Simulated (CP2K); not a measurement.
Runs of CP2K 2026.2 on AgCl (Chlorargyrite). It takes space group Fm-3m (No. 225, cubic). The conventional cell has a = 5.470 Å, b = 5.470 Å, c = 5.470 Å, α = 90.00°, β = 90.00°, γ = 90.00°. Ag (site symmetry m-3m) is surrounded by 6 Cl at 2.74 Å. Around Cl (site symmetry m-3m) lie 6 Ag at 2.74 Å. 

| level | potentials or basis | smearing | NGRIDS | points a segment of the path (NPOINTS) | bands added on the path | CUTOFF of the grids | gap on the mesh (eV) | pressure (GPa) |
| --- | --- | --- | --- | --- | --- | --- | --- | --- |
| TB-mBJ | POTENTIAL_UZH Ag GTH-PBE-q11, Cl GTH-PBE-q7; TZVP-MOLOPT-PBE-GTH basis | fermi-dirac 0.01 eV | 4 | 10 | 4 | 675 Ry | none | - |
| PBEsol | POTENTIAL_UZH Ag GTH-PBE-q11, Cl GTH-PBE-q7; TZVP-MOLOPT-PBE-GTH basis | fermi-dirac 0.05 eV | 4 | 6 | 4 | 450 Ry | (b) | -0.3 |
| LDA | GTH_POTENTIALS Ag GTH-PADE-q11, Cl GTH-PADE-q7; TZVP-MOLOPT-PBE-GTH basis | fermi-dirac 0.05 eV | 5 | 8 | 2 | 450 Ry | (a) | -3.7 |
| r2SCAN | POTENTIAL_UZH Ag GTH-SCAN-q11, Cl GTH-SCAN-q7; TZVP-MOLOPT-SCAN-GTH basis | fermi-dirac 0.01 eV | 4 | 10 | 2 | 675 Ry | 1.25 | 2.9 |

Alike in all rows: task band structure; no spin polarisation; cell as given; k mesh 8 × 8 × 8.

Task: Fill in the values left out.

Result: (a) 0.54; (b) 0.64.

Caveats: the basis of atomic orbitals isn't converged, which shifts pressures, moduli and gaps; the potentials were made for another functional, which shifts forces and pressure (some runs); this is a model potential without an energy functional, so only levels have meaning (some runs).

A k mesh can miss the band edges, and the runs leave out spin-orbit coupling on Ag.

A gap of «none» marks a metal or a gap under the smearing width.
